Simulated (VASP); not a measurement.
WS2: single point with PBEsol+D4

WS2, a sheet with vacuum:

```
S W
1.0
     3.13054    0.00000    0.00000
    -1.56527    2.71113    0.00000
     0.00000    0.00000   30.08000
S W
2 1
Direct
  0.66667 0.33333 0.23270
  0.66667 0.33333 0.33712
  0.33333 0.66667 0.28491
```

The cell was built by a generator and needn't be a form met in nature.

| Quantity | Value |
| --- | --- |
| Program | VASP 6.6.1 |
| Task | single point |
| Functional | PBEsol |
| Dispersion | D4 |
| Potentials or basis | VASP PAW PBE potentials, release 64 (S, W_sv) |
| Cutoff | 520 eV |
| k mesh | 12 × 12 × 1 |
| Occupations | gaussian, width 0.03 eV |
| Spin | no spin polarisation |

```
Largest force              : 0.019 eV/Å
Band gap on the k mesh     : 2.00 eV, indirect (least direct gap 2.01 eV)
Dispersion energy per atom : -0.175 eV
```

Forces on the atoms (eV/Å):
```
S    0.000  0.000 -0.019
S    0.000  0.000  0.019
W    0.000  0.000  0.000
```

Levels at points of the mesh, in eV from the valence-band top:
| k point | band 10 | band 11 | band 12 | band 13 | band 14 | band 15 | band 16 | band 17 |
| --- | --- | --- | --- | --- | --- | --- | --- | --- |
| (0.00, 0.00, 0.00) | -2.25 | -1.54 | -1.54 | -0.19 | 3.03 | 3.03 | 3.19 | 3.19 |
| (0.50, 0.00, 0.00) | -3.44 | -2.24 | -1.15 | -0.98 | 3.08 | 3.47 | 4.10 | 4.89 |

It took 91 s on 1 thread of Intel(R) Xeon(R) 6975P-C (Granite Rapids), with other jobs on the host, peak memory 0.38 GiB.

Caveat: the PAW data sets were made with another functional, which shifts forces and pressure a little; spin-orbit coupling is left out, which moves the levels of the heavy elements.
